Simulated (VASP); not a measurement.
Runs of VASP 6.6.1 on BaTiO3. The structure is tetragonal, space group P4mm (No. 99). The conventional cell has a = 4.000 Å, b = 4.000 Å, c = 4.018 Å, α = 90.00°, β = 90.00°, γ = 90.00°. Ba (site symmetry 4mm) has 12 O at 2.79 to 2.88 Å as nearest neighbours. Around Ti (site symmetry 4mm) lie 6 O at 1.89 to 2.13 Å. O (site symmetry 2mm) has 2 Ti at 2.00 Å as nearest neighbours. Around O (site symmetry 4mm) lie 2 Ti at 1.89 to 2.13 Å. 

```tsv
task	level	potentials or basis	spin	cell	k mesh	cutoff (eV)	gap on the mesh (eV)	pressure (GPa)	relaxed volume (Å³/atom)	largest force (eV/Å)
band structure	PBEsol	VASP PAW PBE potentials, release 64 (Ba_sv, Ti_sv, O)	off	as given	7 × 7 × 7	520	1.82	-	-	-
band structure	LDA	VASP PAW LDA potentials, release 64 (Ba_sv, Ti_sv, O)	off	as given	7 × 7 × 7	520	1.78	-6.5	-	0.36
relaxation of cell and atoms	PBEsol	VASP PAW PBE potentials, release 64 (Ba_sv, Ti_sv, O)	off	relaxed	7 × 7 × 7	600	(a)	0.0	(c)	0.01
relaxation of cell and atoms	LDA	VASP PAW LDA potentials, release 64 (Ba_sv, Ti_sv, O)	off	relaxed	7 × 7 × 7	600	1.86	-0.1	(b)	0.02
```

Alike in all rows: smearing fermi-dirac 0.05 eV.

Estimate the missing entries.

(a) 1.88; (b) 12.40; (c) 12.79.

Caveats: spin-orbit coupling is left out, which moves the levels of the heavy elements; the PAW data sets were made with another functional, which shifts forces and pressure a little (some runs); the mesh misses the band edges, which the band path finds closer together (some runs); an odd mesh through Γ misses points on the zone boundary, where band edges often lie (some runs).

A k mesh can miss the band edges, and the runs leave out spin-orbit coupling on Ba.

Runs at the PBE level aren't shown here.
